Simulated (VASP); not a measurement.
# LiCl (R3m) in VASP: electric field gradients with PBE

Aim: the electric field gradients of LiCl with PBE.

Everything below comes from runs of VASP 6.6.1. Logs are shortened: lines on timing, memory, paths and dates and some standing lists are left out, and cuts for length are marked.

## Step 1: The cell of the first run

It takes space group R3m (No. 160, trigonal). The conventional cell has a = 3.929 Å, b = 3.929 Å, c = 9.410 Å, α = 90.00°, β = 90.00°, γ = 120.00°. Li (site symmetry 3m) has 4 Cl at 2.35 to 2.40 Å as nearest neighbours. Cl (site symmetry 3m) has 4 Li at 2.35 to 2.40 Å as nearest neighbours.

Measurements of this composition are mostly on another form, of space group No. 225.

## Step 2: Electric field gradients, PBE (equal xy, yz and zx shear strains of -1.5 %)

Contents of INCAR:

```
PREC     = Accurate       # precision mode
ENCUT    = 520            # plane-wave cutoff, eV
EDIFF    = 1E-8           # SCF threshold, eV
ISMEAR   = -1             # smearing method
SIGMA    = 0.05           # smearing width, eV
LREAL    = False          # projectors in reciprocal space
LASPH    = True           # aspherical terms in the spheres
NELM     = 100            # most SCF steps
ALGO     = Fast           # electronic algorithm
ISIF     = 2              # what is computed and relaxed
LWAVE    = False          # write WAVECAR
LCHARG   = False          # write CHGCAR
GGA      = PE             # functional
LEFG     = True         
NBANDS   = 12             # bands
```

Contents of KPOINTS:

```
Automatic mesh
0
Gamma
  11 11 11
```

Contents of POSCAR:

```
LiCl
1.0
   -0.0413674848      2.7371485775      2.7371485775
    2.7371485775     -0.0413674848      2.7371485775
    2.7371485775      2.7371485775     -0.0413674848
Li Cl
1 1
Direct
    0.0000000000      0.0000000000      0.0000000000
    0.2500000000      0.2500000000      0.2500000000
```

Potentials or basis: VASP PAW PBE potentials, release 64 (Li_sv, Cl).

Launch:

```sh
cat potpaw_PBE.64/Li_sv/POTCAR potpaw_PBE.64/Cl/POTCAR > POTCAR
mpirun -np 1 vasp_std > vasp.out
```

OUTCAR:

```text
PREC = Accurate
   ENCUT = 520
   EDIFF = 1E-8
   ISMEAR = -1
   LREAL = False
   LASPH = True
   NELM = 100
   ISIF = 2
   GGA = PE

 ion  position               nearest neighbor table
   1  0.000  0.000  0.000-   2 2.35   2 2.40   2 2.40   2 2.40
   2  0.250  0.250  0.250-   1 2.35   1 2.40   1 2.40   1 2.40

  LATTYP: Found a trigonal (rhomboedric) cell.
 ALAT       =     3.8711336763
 COS(alpha) =     0.4848312789

  Lattice vectors:

 A1 = (  -0.0413674848,   2.7371485775,   2.7371485775)
 A2 = (   2.7371485775,  -0.0413674848,   2.7371485775)
 A3 = (   2.7371485775,   2.7371485775,  -0.0413674848)

Analysis of symmetry for initial positions (statically):
=====================================================================
 Subroutine PRICEL returns:
 Original cell was already a primitive cell.

 Routine SETGRP: Setting up the symmetry group for a
 trigonal (rhombohedral) supercell.

 Subroutine GETGRP returns: Found  6 space group operations
 (whereof  6 operations were pure point group operations)
 out of a pool of 12 trial point group operations.

The static configuration has the point symmetry C_3v.

Analysis of symmetry for dynamics (positions and initial velocities):
=====================================================================
 Subroutine PRICEL returns:
 Original cell was already a primitive cell.

 Routine SETGRP: Setting up the symmetry group for a
 trigonal (rhombohedral) supercell.

 Subroutine GETGRP returns: Found  6 space group operations
 (whereof  6 operations were pure point group operations)
 out of a pool of 12 trial point group operations.

The dynamic configuration has the point symmetry C_3v.

 Subroutine INISYM returns: Found  6 space group operations
 (whereof  6 operations are pure point group operations),
 and found     1 'primitive' translations

----------------------------------------------------------------------------------------

                                     Primitive cell

  volume of cell :      41.9430

  direct lattice vectors                    reciprocal lattice vectors
    -0.041367485  2.737148578  2.737148578    -0.178581978  0.181322366  0.181322366
     2.737148578 -0.041367485  2.737148578     0.181322366 -0.178581978  0.181322366
     2.737148578  2.737148578 -0.041367485     0.181322366  0.181322366 -0.178581978

  length of vectors
     3.871133676  3.871133676  3.871133676     0.312485397  0.312485397  0.312485397

  position of ions in fractional coordinates (direct lattice)
     0.000000000  0.000000000  0.000000000
     0.250000000  0.250000000  0.250000000

  ion indices of the primitive-cell ions
   primitive index   ion index
                 1           1
                 2           2

----------------------------------------------------------------------------------------

 KPOINTS: Automatic mesh

Automatic generation of k-mesh.
 Grid dimensions read from file:
 generate k-points for:   11   11   11

 Generating k-lattice:

  Cartesian coordinates                     Fractional coordinates (reciprocal lattice)
    -0.016234725  0.016483851  0.016483851     0.090909091  0.000000000  0.000000000
     0.016483851 -0.016234725  0.016483851     0.000000000  0.090909091  0.000000000
     0.016483851  0.016483851 -0.016234725     0.000000000  0.000000000  0.090909091

  Length of vectors
     0.028407763  0.028407763  0.028407763

  Shift w.r.t. Gamma in fractional coordinates (k-lattice)
     0.000000000  0.000000000  0.000000000

 Subroutine IBZKPT returns following result:
 ===========================================

 Found    146 irreducible k-points:

 Following reciprocal coordinates:
            Coordinates               Weight
  0.000000  0.000000  0.000000      1.000000
  0.090909  0.000000  0.000000      6.000000
  0.181818 -0.000000 -0.000000      6.000000
  0.272727  0.000000 -0.000000      6.000000
  0.363636 -0.000000 -0.000000      6.000000
  0.454545 -0.000000 -0.000000      6.000000
[... 16 lines left out ...]
 -0.272727  0.181818 -0.000000     12.000000
 -0.181818  0.181818  0.000000      6.000000
 [... further k-points ...]
   k-points           NKPTS =    146   k-points in BZ     NKDIM =    146   number of bands    NBANDS=     12
   number of dos      NEDOS =    301   number of ions     NIONS =      2
   total plane-waves  NPLWV =  27000
   dimension x,y,z NGX =    30 NGY =   30 NGZ =   30
   dimension x,y,z NGXF=    60 NGYF=   60 NGZF=   60
   ions per type =               1   1
   NGX,Y,Z   is equivalent  to a cutoff of  12.88, 12.88, 12.88 a.u.
   NGXF,Y,Z  is equivalent  to a cutoff of  25.77, 25.77, 25.77 a.u.
 SYSTEM =  unknown system
   PREC   = accura    normal or accurate (medium, high low for compatibility)
   ISTART =      0    job   : 0-new  1-cont  2-samecut
   ICHARG =      2    charge: 1-file 2-atom 10-const
   ISPIN  =      1    spin polarized calculation?
   LNONCOLLINEAR =      F non collinear calculations
   LSORBIT =      F    spin-orbit coupling
   LASPH  =      T    aspherical Exc in radial PAW
   ENCUT  =  520.0 eV  38.22 Ry    6.18 a.u.   7.20  7.20  7.20*2*pi/ulx,y,z
   NELM   =    100;   NELMIN=  2; NELMDL= -5     # of ELM steps
   EDIFF  = 0.1E-07   stopping-criterion for ELM
   LREAL  =      F    real-space projection
   EDIFFG = 0.1E-06   stopping-criterion for IOM
   NSW    =      0    number of steps for IOM
   IBRION =     -1    ionic relax: 0-MD 1-quasi-New 2-CG
   NFREE  =      0    steps in history (QN), initial steepest desc. (CG)
   ISIF   =      2    stress and relaxation
   ISYM   =      2    0-nonsym 1-usesym 2-fastsym
   POTIM  = 0.5000    time-step for ionic-motion
   TEBEG  =    0.0;   TEEND  =   0.0 temperature during run
   PSTRESS=    0.0 pullay stress
   NELECT =      10.0000    total number of electrons
   NUPDOWN=      -1.0000    fix difference up-down
   EMIN   =  10.00;   EMAX   =-10.00  energy-range for DOS
   EFERMI =   0.00;   METHOD = LEGACY
   ISMEAR =    -1;   SIGMA  =   0.05  broadening in eV -4-tet -1-fermi 0-gaus
   EFERMI_NEDOS =   21; number of points for ismear=-14 and -15
   IALGO  =     68    algorithm
   IMIX   =      4    mixing-type and parameters
     AMIX     =   0.40;   BMIX     =  1.00
     AMIX_MAG =   1.60;   BMIX_MAG =  1.00
  volume/ion in A,a.u.               =      20.97       141.52
  Fermi-wavevector in a.u.,A,eV,Ry     =   1.015130  1.918317 14.020644  1.030488
  Thomas-Fermi vector in A             =   2.148398
   LORBIT       =      0    0 simple, 1 ext, 2 COOP (PROOUT), +10 PAW based schemes
   GGA     = PE    functional components
   LHFCALC =     F    Hartree Fock is set to
   AEXX    =    0.0000 exact exchange contribution
   IVDW    =     0    specifies the selected vdW correction
   LEPSILON=     F    determine dielectric tensor
   LRPA    =     F    only Hartree local field effects (RPA)
 non-spin polarized calculation
 RMM-DIIS sequential band-by-band and
  energy-cutoff  :      520.00
  volume of cell :       41.94
 maximum number of plane-waves:      1152
 NGX is ok and might be reduce to    30

 number of electron      10.0000007 magnetization

 Free energy of the ion-electron system (eV)
  ---------------------------------------------------
  ext. energy  EPLUGINS =         0.00000000
  ---------------------------------------------------
  free energy    TOTEN  =        -7.42570139 eV

  energy without entropy =       -7.42570139  energy(sigma->0) =       -7.42570139

 E-fermi :  -0.1665     XC(G=0):  -7.6208

 val. band max:       -1.2620791356   @ k =   0.0000   0.0000   0.0000
 cond. band min:       4.6661958163   @ k =   0.0000   0.0000   0.0000
 fundamental gap:      5.9282749519
 Fermi energy:        -0.1664680782

 k-point     1 :       0.0000    0.0000    0.0000
  band No.  band energies     occupation
      1     -44.2035      2.00000
      2     -13.9679      2.00000
      3      -1.3064      2.00000
      4      -1.3064      2.00000
      5      -1.2621      2.00000
      6       4.6662      0.00000
      7       8.7654      0.00000
      8       8.7654      0.00000
      9       9.0285      0.00000
     10      13.1691      0.00000
     11      13.1691      0.00000
     12      16.2078      0.00000
[... 331 lines left out ...]
 k-point    24 :      -0.1818    0.1818    0.0000
  band No.  band energies     occupation
      1     -44.2027      2.00000
      2     -13.7940      2.00000
      3      -2.4483      2.00000
      4      -1.8032      2.00000
      5      -1.4146      2.00000
      6       6.4007      0.00000
      7       8.8158      0.00000
      8       9.2790      0.00000
      9       9.6224      0.00000
     10      11.5565      0.00000
     11      13.5667      0.00000
     12      16.0891      0.00000

 [... further k-points ...]
[... 5 lines left out ...]
  --------------------------------------------------------------------------------------
  -------------------------------------------------------------------------------------
  Total       -0.0168257     -0.0168257     -0.0168257      0.0857771      0.0857771      0.0857771
  in kB       -0.6427221     -0.6427221     -0.6427221      3.2765892      3.2765892      3.2765892
  external PRESSURE =      -0.6427221 kB  Pullay stress =       0.0000000 kB

 VOLUME and BASIS-vectors are now :
 -----------------------------------------------------------------------------
  energy-cutoff  :      520.00
  volume of cell :       41.94
      direct lattice vectors                 reciprocal lattice vectors
    -0.041367485  2.737148578  2.737148578    -0.178581978  0.181322366  0.181322366
     2.737148578 -0.041367485  2.737148578     0.181322366 -0.178581978  0.181322366
     2.737148578  2.737148578 -0.041367485     0.181322366  0.181322366 -0.178581978

 POSITION                                       TOTAL-FORCE (eV/Angst)
 -----------------------------------------------------------------------------------
      0.00000      0.00000      0.00000        -0.032327     -0.032327     -0.032327
      1.35823      1.35823      1.35823         0.032327      0.032327      0.032327
 -----------------------------------------------------------------------------------
    total drift:                               -0.000083     -0.000083     -0.000083

  FREE ENERGIE OF THE ION-ELECTRON SYSTEM (eV)
  ---------------------------------------------------
  free  energy   TOTEN  =        -7.4257013868 eV

  energy  without entropy=       -7.4257013868  energy(sigma->0) =       -7.42570139

 Electric field gradients (V/A^2)
---------------------------------------------------------------------
 ion       V_xx      V_yy      V_zz      V_xy      V_xz      V_yz
---------------------------------------------------------------------
   1      -0.000    -0.000    -0.000     0.005     0.005     0.005
   2      -0.000    -0.000     0.000    -1.379    -1.379    -1.379
---------------------------------------------------------------------

 Electric field gradients after diagonalization (V/A^2)
 (convention: |V_zz| > |V_xx| > |V_yy|)
----------------------------------------------------------------------
 ion       V_xx      V_yy      V_zz     asymmetry (V_yy - V_xx)/ V_zz
----------------------------------------------------------------------
   1      -0.005    -0.005     0.010       0.000
   2       1.379     1.379    -2.758       0.000
----------------------------------------------------------------------

           NMR quadrupolar parameters

 Cq : quadrupolar parameter    Cq=e*Q*V_zz/h
 eta: asymmetry parameters     (V_yy - V_xx)/ V_zz
 Q  : nuclear electric quadrupole moment in mb (millibarn)
----------------------------------------------------------------------
 ion       Cq(MHz)       eta       Q (mb)
----------------------------------------------------------------------
   1       0.000       0.000       1.000
   2      -0.007       0.000       1.000
----------------------------------------------------------------------
```

Run time: 1.9 min. Hardware: 1 thread of Intel Xeon Platinum 8488C (Sapphire Rapids), shared host; peak memory 0.2 GiB.

Results:

```yaml
Free_energy: -7.4257 eV
Largest_force: 0.056 eV/Å
Band_gap_on_the_k_mesh: 5.93 eV, direct
```

Forces in eV/Å, atoms in the order of the input:
```
Li  -0.032 -0.032 -0.032
Cl   0.032  0.032  0.032
```

Electric field gradients, principal values (V/Å²):
```tsv
atom	Vxx	Vyy	Vzz
1 Li	-0.005	-0.005	0.010
2 Cl	1.379	1.379	-2.758
```

Caveat: the cutoff is under 1.25 times the usual one of these potentials, so pressure, stress and relaxed cells hold a basis-set (Pulay) error; an odd mesh through Γ misses points on the zone boundary, where band edges often lie.
